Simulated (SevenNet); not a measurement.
We consider fluorite SrF2, described by the machine-learned potential SevenNet-l3i5 (trained on PBE and PBE+U data).

Equation-of-state points:

```
V (Å³/atom)  E − E_lowest (meV/atom)  P (GPa)
-----------  -----------------------  -------
15.776                         14.74     4.97
16.028                          8.05     3.56
16.279                          3.48     2.27
16.531                          0.85     1.09
16.783                          0.00     0.00
17.035                          0.79    -1.00
17.286                          3.10    -1.93
17.538                          6.81    -2.79
17.790                         11.82    -3.58
```

Question: Estimate the bulk modulus and its pressure derivative from these points.

Answer: V0 = 16.783 Å³/atom, B0 = 69.8 GPa, B′ = 4.4 (fit to the energies at full precision).

Measured, for comparison: bulk modulus 69 GPa (temperature not stated, no zero-point or thermal correction; as tabulated in On the Morphology of Group II Metal Fluoride Nanocrystals at Finite Temperature …). Computed less measured: bulk modulus +1.2 %. A static lattice is as a rule a little smaller and stiffer than an uncorrected measurement, which can account for part of this in the bulk modulus.

A machine-learned potential is trained on density-functional data: it inherits that level's misses and adds fitting errors of its own.

Static lattice: no zero-point or thermal effects.
